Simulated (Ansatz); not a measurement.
## Tl in Ansatz: the effect of functional

The system is Tl.

```
Tl
1.0
     3.45600    0.00000    0.00000
    -1.72800    2.99298    0.00000
     0.00000    0.00000    5.52500
Tl
2
Cartesian
  1.7280 0.9977 4.1438
  0.0000 1.9953 1.3813
```

Alike in all runs:

* Program: Ansatz 0.2.0
* Task: band structure
* Potentials or basis: Ansatz PAW
* k mesh: 9 × 9 × 5
* Occupations: fermi-dirac, width 0.05 eV
* Spin: no spin polarisation

```tsv
functional	cutoff	pressure (GPa)
LDA	420 eV (not typed: the program's choice for these potentials)	-1.6
PBE	420 eV (not typed: the program's choice for these potentials)	3.4
PBEsol	420 eV (not typed: the program's choice for these potentials)	0.2
RPBE	420 eV (not typed: the program's choice for these potentials)	5.4
revPBE	420 eV (not typed: the program's choice for these potentials)	4.8
BLYP	420 eV (not typed: the program's choice for these potentials)	7.2
r2SCAN	500 eV (not typed: the program's choice for these potentials)	?
```

Q: What does the run with functional r2SCAN give?

A: Pressure 2.1 GPa.

Caveats: the PAW data sets come from PBE, with cores solved anew for the run's functional, which leaves a small shift of forces and pressure (some runs).
